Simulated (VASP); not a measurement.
# AlPt (P2_13) in VASP: relaxation of cell and atoms with r2SCAN

Aim: the relaxation of cell and atoms of AlPt with r2SCAN.

Everything below comes from runs of VASP 6.6.1. Logs are shortened: lines on timing, memory, paths and dates and some standing lists are left out, and cuts for length are marked.

## (1) Starting point

The structure is cubic, space group P2_13 (No. 198). The conventional cell has a = 4.879 Å, b = 4.879 Å, c = 4.879 Å, α = 90.00°, β = 90.00°, γ = 90.00°. Al (site symmetry 3) has 7 Pt at 2.60 to 2.63 Å as nearest neighbours. Pt (site symmetry 3) is surrounded by 7 Al at 2.60 to 2.63 Å.

The cell is a database's computed one.

## (2) Relaxation of cell and atoms, r2SCAN

INCAR

```
ALGO = Normal
EDIFF = 1E-7
EDIFFG = -0.004
ENCUT = 600
IBRION = 2
ISIF = 3
ISMEAR = 0
LASPH = T
LCHARG = F
LMIXTAU = T
LREAL = F
LWAVE = F
METAGGA = R2SCAN
NELM = 60
NSW = 80
PREC = Accurate
SIGMA = 0.1
```

KPOINTS

```
k-points
0
Gamma
  6 6 6
```

POSCAR

```
AlPt
1.0
    4.8789320700      0.0000000000      0.0000000000
    0.0000000000      4.8789320700      0.0000000000
    0.0000000000      0.0000000000      4.8789320700
Al Pt
4 4
Direct
    0.8440321000      0.8440321000      0.8440321000
    0.6559679000      0.1559679000      0.3440321000
    0.3440321000      0.6559679000      0.1559679000
    0.1559679000      0.3440321000      0.6559679000
    0.1550630600      0.1550630600      0.1550630600
    0.3449369400      0.8449369400      0.6550630600
    0.6550630600      0.3449369400      0.8449369400
    0.8449369400      0.6550630600      0.3449369400
```

Potentials or basis: VASP PAW PBE potentials, release 64 (Al, Pt).

Launch:

```console
$ cat potpaw_PBE.64/Al/POTCAR potpaw_PBE.64/Pt/POTCAR > POTCAR
$ mpirun -np 1 vasp_std > vasp.out
```

OUTCAR:

```text
EDIFF = 1E-7
   EDIFFG = -0.004
   ENCUT = 600
   IBRION = 2
   ISIF = 3
   ISMEAR = 0
   LASPH = T
   LREAL = F
   METAGGA = R2SCAN
   NELM = 60
   NSW = 80
   PREC = Accurate

 ion  position               nearest neighbor table
   1  0.844  0.844  0.844-   6 2.60   7 2.60   8 2.60   6 2.61   7 2.61   8 2.61   5 2.63   3 3.02
                             4 3.02   2 3.02   2 3.02   4 3.02   3 3.02
   2  0.656  0.156  0.344-   5 2.60   7 2.60   8 2.60   7 2.61   8 2.61   5 2.61   6 2.63   1 3.02
                             1 3.02   3 3.02   3 3.02   4 3.02   4 3.02
   3  0.344  0.656  0.156-   5 2.60   6 2.60   8 2.60   8 2.61   6 2.61   5 2.61   7 2.63   1 3.02
                             4 3.02   2 3.02   2 3.02   4 3.02   1 3.02
   4  0.156  0.344  0.656-   5 2.60   6 2.60   7 2.60   6 2.61   5 2.61   7 2.61   8 2.63   1 3.02
                             3 3.02   2 3.02   1 3.02   2 3.02   3 3.02
   5  0.155  0.155  0.155-   2 2.60   3 2.60   4 2.60   2 2.61   3 2.61   4 2.61   1 2.63   6 3.02
                             7 3.02   8 3.02   6 3.02   8 3.02   7 3.02
   6  0.345  0.845  0.655-   1 2.60   3 2.60   4 2.60   3 2.61   4 2.61   1 2.61   2 2.63   8 3.02
                             5 3.02   5 3.02   7 3.02   7 3.02   8 3.02
   7  0.655  0.345  0.845-   1 2.60   2 2.60   4 2.60   4 2.61   2 2.61   1 2.61   3 2.63   8 3.02
                             5 3.02   8 3.02   6 3.02   6 3.02   5 3.02
   8  0.845  0.655  0.345-   1 2.60   2 2.60   3 2.60   2 2.61   1 2.61   3 2.61   4 2.63   7 3.02
                             5 3.02   7 3.02   5 3.02   6 3.02   6 3.02

  LATTYP: Found a simple cubic cell.
 ALAT       =     4.8789320700

  Lattice vectors:

 A1 = (   4.8789320700,   0.0000000000,   0.0000000000)
 A2 = (   0.0000000000,   4.8789320700,   0.0000000000)
 A3 = (   0.0000000000,   0.0000000000,   4.8789320700)

Analysis of symmetry for initial positions (statically):
=====================================================================
 Subroutine PRICEL returns:
 Original cell was already a primitive cell.

 Routine SETGRP: Setting up the symmetry group for a
 simple cubic supercell.

 Subroutine GETGRP returns: Found 12 space group operations
 (whereof  3 operations were pure point group operations)
 out of a pool of 48 trial point group operations.

The static configuration has the point symmetry C_3 .
 The point group associated with its full space group is T   .

Analysis of symmetry for dynamics (positions and initial velocities):
=====================================================================
 Subroutine PRICEL returns:
 Original cell was already a primitive cell.

 Routine SETGRP: Setting up the symmetry group for a
 simple cubic supercell.

 Subroutine GETGRP returns: Found 12 space group operations
 (whereof  3 operations were pure point group operations)
 out of a pool of 48 trial point group operations.

The dynamic configuration has the point symmetry C_3 .
 The point group associated with its full space group is T   .

 Subroutine INISYM returns: Found 12 space group operations
 (whereof  3 operations are pure point group operations),
 and found     1 'primitive' translations

----------------------------------------------------------------------------------------

                                     Primitive cell

  volume of cell :     116.1380

  direct lattice vectors                    reciprocal lattice vectors
     4.878932070  0.000000000  0.000000000     0.204962886  0.000000000  0.000000000
     0.000000000  4.878932070  0.000000000     0.000000000  0.204962886  0.000000000
     0.000000000  0.000000000  4.878932070     0.000000000  0.000000000  0.204962886

  length of vectors
     4.878932070  4.878932070  4.878932070     0.204962886  0.204962886  0.204962886

  position of ions in fractional coordinates (direct lattice)
     0.844032100  0.844032100  0.844032100
     0.655967900  0.155967900  0.344032100
     0.344032100  0.655967900  0.155967900
     0.155967900  0.344032100  0.655967900
     0.155063060  0.155063060  0.155063060
     0.344936940  0.844936940  0.655063060
     0.655063060  0.344936940  0.844936940
     0.844936940  0.655063060  0.344936940

  ion indices of the primitive-cell ions
   primitive index   ion index
                 1           1
                 2           2
                 3           3
                 4           4
                 5           5
                 6           6
                 7           7
                 8           8

----------------------------------------------------------------------------------------

 KPOINTS: k-points

Automatic generation of k-mesh.
 Grid dimensions read from file:
 generate k-points for:    6    6    6

 Generating k-lattice:

  Cartesian coordinates                     Fractional coordinates (reciprocal lattice)
     0.034160481  0.000000000  0.000000000     0.166666667  0.000000000  0.000000000
     0.000000000  0.034160481  0.000000000     0.000000000  0.166666667  0.000000000
     0.000000000  0.000000000  0.034160481     0.000000000  0.000000000  0.166666667

  Length of vectors
     0.034160481  0.034160481  0.034160481

  Shift w.r.t. Gamma in fractional coordinates (k-lattice)
     0.000000000  0.000000000  0.000000000

 Subroutine IBZKPT returns following result:
 ===========================================

 Found     24 irreducible k-points:

 Following reciprocal coordinates:
            Coordinates               Weight
  0.000000  0.000000  0.000000      1.000000
  0.166667  0.000000  0.000000      6.000000
  0.333333  0.000000  0.000000      6.000000
  0.500000  0.000000  0.000000      3.000000
  0.166667  0.166667  0.000000     12.000000
  0.333333  0.166667  0.000000     12.000000
[... 16 lines left out ...]
  0.500000  0.500000  0.333333      6.000000
  0.500000  0.500000  0.500000      1.000000
   k-points           NKPTS =     24   k-points in BZ     NKDIM =     24   number of bands    NBANDS=     31
   number of dos      NEDOS =    301   number of ions     NIONS =      8
   total plane-waves  NPLWV =  64000
   dimension x,y,z NGX =    40 NGY =   40 NGZ =   40
   dimension x,y,z NGXF=    80 NGYF=   80 NGZF=   80
   ions per type =               4   4
   NGX,Y,Z   is equivalent  to a cutoff of  13.63, 13.63, 13.63 a.u.
   NGXF,Y,Z  is equivalent  to a cutoff of  27.26, 27.26, 27.26 a.u.
 SYSTEM =  unknown system
   PREC   = accura    normal or accurate (medium, high low for compatibility)
   ISTART =      0    job   : 0-new  1-cont  2-samecut
   ICHARG =      2    charge: 1-file 2-atom 10-const
   ISPIN  =      1    spin polarized calculation?
   LNONCOLLINEAR =      F non collinear calculations
   LSORBIT =      F    spin-orbit coupling
   LASPH  =      T    aspherical Exc in radial PAW
   ENCUT  =  600.0 eV  44.10 Ry    6.64 a.u.   9.74  9.74  9.74*2*pi/ulx,y,z
   NELM   =     60;   NELMIN=  2; NELMDL= -5     # of ELM steps
   EDIFF  = 0.1E-06   stopping-criterion for ELM
   LREAL  =      F    real-space projection
   EDIFFG = -.4E-02   stopping-criterion for IOM
   NSW    =     80    number of steps for IOM
   IBRION =      2    ionic relax: 0-MD 1-quasi-New 2-CG
   NFREE  =      1    steps in history (QN), initial steepest desc. (CG)
   ISIF   =      3    stress and relaxation
   ISYM   =      2    0-nonsym 1-usesym 2-fastsym
   POTIM  = 0.5000    time-step for ionic-motion
   TEBEG  =    0.0;   TEEND  =   0.0 temperature during run
   PSTRESS=    0.0 pullay stress
   NELECT =      52.0000    total number of electrons
   NUPDOWN=      -1.0000    fix difference up-down
   EMIN   =  10.00;   EMAX   =-10.00  energy-range for DOS
   EFERMI =   0.00;   METHOD = LEGACY
   ISMEAR =     0;   SIGMA  =   0.10  broadening in eV -4-tet -1-fermi 0-gaus
   EFERMI_NEDOS =   21; number of points for ismear=-14 and -15
   IALGO  =     38    algorithm
   IMIX   =      4    mixing-type and parameters
     AMIX     =   0.40;   BMIX     =  1.00
     AMIX_MAG =   1.60;   BMIX_MAG =  1.00
  volume/ion in A,a.u.               =      14.52        97.97
  Fermi-wavevector in a.u.,A,eV,Ry     =   1.252423  2.366737 21.341614  1.568564
  Thomas-Fermi vector in A             =   2.386324
   LORBIT       =      0    0 simple, 1 ext, 2 COOP (PROOUT), +10 PAW based schemes
   METAGGA = R2SCAN    functional components
   LHFCALC =     F    Hartree Fock is set to
   AEXX    =    0.0000 exact exchange contribution
   IVDW    =     0    specifies the selected vdW correction
   LEPSILON=     F    determine dielectric tensor
   LRPA    =     F    only Hartree local field effects (RPA)
 conjugate gradient relaxation of ions
 non-spin polarized calculation
 Gauss-broadening in eV      SIGMA  =   0.10
  energy-cutoff  :      600.00
  volume of cell :      116.14
 maximum number of plane-waves:      3912
   NGX = 19   NGY = 19   NGZ = 19

--------------------------------------- Ionic step        1  -------------------------------------------

 number of electron      52.0000008 magnetization

 Free energy of the ion-electron system (eV)
  ---------------------------------------------------
  ext. energy  EPLUGINS =         0.00000000
  ---------------------------------------------------
  free energy    TOTEN  =      -241.93047075 eV

  energy without entropy =     -241.92255755  energy(sigma->0) =     -241.92651415

------------------------ aborting loop because EDIFF is reached ----------------------------------------

  FORCE on cell =-STRESS in cart. coord.  units (eV):
  Direction    XX          YY          ZZ          XY          YZ          ZX
  --------------------------------------------------------------------------------------
  -------------------------------------------------------------------------------------
  Total       -0.0935924     -0.0935924     -0.0935924      0.0000000     -0.0000000      0.0000000
  in kB       -1.2911502     -1.2911502     -1.2911502      0.0000000     -0.0000000      0.0000000
  external PRESSURE =      -1.2911502 kB  Pullay stress =       0.0000000 kB
[... 195 lines left out ...]
  energy  without entropy=     -241.9226359498  energy(sigma->0) =     -241.92659091

--------------------------------------- Ionic step        6  -------------------------------------------

 number of electron      52.0000008 magnetization

 Free energy of the ion-electron system (eV)
  ---------------------------------------------------
  ext. energy  EPLUGINS =         0.00000000
  ---------------------------------------------------
  free energy    TOTEN  =      -241.93055225 eV

  energy without entropy =     -241.92264502  energy(sigma->0) =     -241.92659863

 E-fermi :  10.4071     XC(G=0): -13.1738

 val. band max:       10.3763218624   @ k =  -0.3333   0.5000   0.0000
 cond. band min:      10.6277783999   @ k =   0.3333   0.3333   0.3333
 fundamental gap:      0.2514565375
 Fermi energy:        10.4071097163

 k-point     1 :       0.0000    0.0000    0.0000
  band No.  band energies     occupation
      1      -1.3748      2.00000
      2       3.1560      2.00000
      3       3.1560      2.00000
      4       3.1560      2.00000
      5       4.6706      2.00000
      6       4.6706      2.00000
[... 840 lines left out ...]
  FREE ENERGIE OF THE ION-ELECTRON SYSTEM (eV)
  ---------------------------------------------------
  free  energy   TOTEN  =      -241.9305522519 eV

  energy  without entropy=     -241.9226450161  energy(sigma->0) =     -241.92659863

 reached required accuracy - stopping structural energy minimisation
```

Wall time 17 min (1 thread of AMD EPYC 7R13 (Zen 3), shared host); peak memory 0.29 GiB.

What came out:

```yaml
Free_energy: -241.9306 eV
Relaxed_volume: 14.51 Å³/atom
Relaxed_cell: a = 4.878 Å, b = 4.878 Å, c = 4.878 Å, α = 90.00°, β = 90.00°, γ = 90.00°
Space_group_after_relaxing_to_0.05_Å: P2_13 (No. 198)
Energy_gained_by_relaxing: 0.0 meV/atom
Ionic_steps: 6
Pressure_after_relaxing: 0.0 GPa
Band_gap_on_the_k_mesh: none (metal or under the smearing width)
```

Final structure:
```
Al Pt
1.0
     4.87787    0.00000    0.00000
     0.00000    4.87787    0.00000
     0.00000    0.00000    4.87787
Al Pt
4 4
Cartesian
  4.1178 4.1178 4.1178
  3.1990 0.7601 1.6789
  1.6789 3.1990 0.7601
  0.7601 1.6789 3.1990
  0.7566 0.7566 0.7566
  1.6823 4.1212 3.1956
  3.1956 1.6823 4.1212
  4.1212 3.1956 1.6823
```

Caveat: the PAW data sets were made with another functional, which shifts forces and pressure a little.
